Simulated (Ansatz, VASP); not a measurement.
One calculation of SiC, two programs

File INCAR:

```
PREC = Accurate ; ENCUT = 520
EDIFF = 1E-6 ; ISMEAR = 0
SIGMA = 0.05 ; LREAL = False
LASPH = True ; NELM = 100
ALGO = Normal ; ISIF = 2
LWAVE = False ; LCHARG = False
GGA = PE ; NBANDS = 11
```

KPOINTS

```
regular mesh
0
Gamma
  12 12 12
```

POSCAR

```
SiC
1.0
    0.0000000000      2.2412333769      2.2412333769
    2.2412333769      0.0000000000      2.2412333769
    2.2412333769      2.2412333769      0.0000000000
Si C
1 1
Direct
    0.0000000000      0.0000000000      0.0000000000
    0.7500000000      0.7500000000      0.7500000000
```

Input for Ansatz:

```yaml
crystal:
  lattice:
    - [0.0, 2.2412333769, 2.2412333769]
    - [2.2412333769, 0.0, 2.2412333769]
    - [2.2412333769, 2.2412333769, 0.0]
  atoms:
    - { symbol: Si, position: [0.0, 0.0, 0.0] }
    - { symbol: C, position: [0.75, 0.75, 0.75] }
basis:
  ecutwfc: 520.0
kpoints:
  mp_grid: { grid: [12, 12, 12] }
hamiltonian:
  xc: pbe
scf:
  occupations: { method: gaussian, width: 0.05 }
output:
  forces: true
  stress: true
  eigenvalues: true
```

Alike in both runs: task single point; functional PBE; k mesh 12 × 12 × 12; occupations gaussian, width 0.05 eV; no spin polarisation.

```csv
,VASP,Ansatz
version,VASP 6.6.1,Ansatz 0.2.0
potentials or method,"VASP PAW PBE potentials, release 64 (Si, C)","scalar-relativistic, plane waves, PAW"
plane-wave cutoff (eV),520,520
valence electrons in the cell,8,8
```

```csv
,VASP,Ansatz,Ansatz less VASP
gap on the k mesh at the Fermi level (eV),1.43,1.43,+0.002
least direct gap on the mesh (eV),4.45,4.45,+0.002
pressure (GPa),-12.9,-12.9,+0.01
```

A k mesh can miss the band edges.
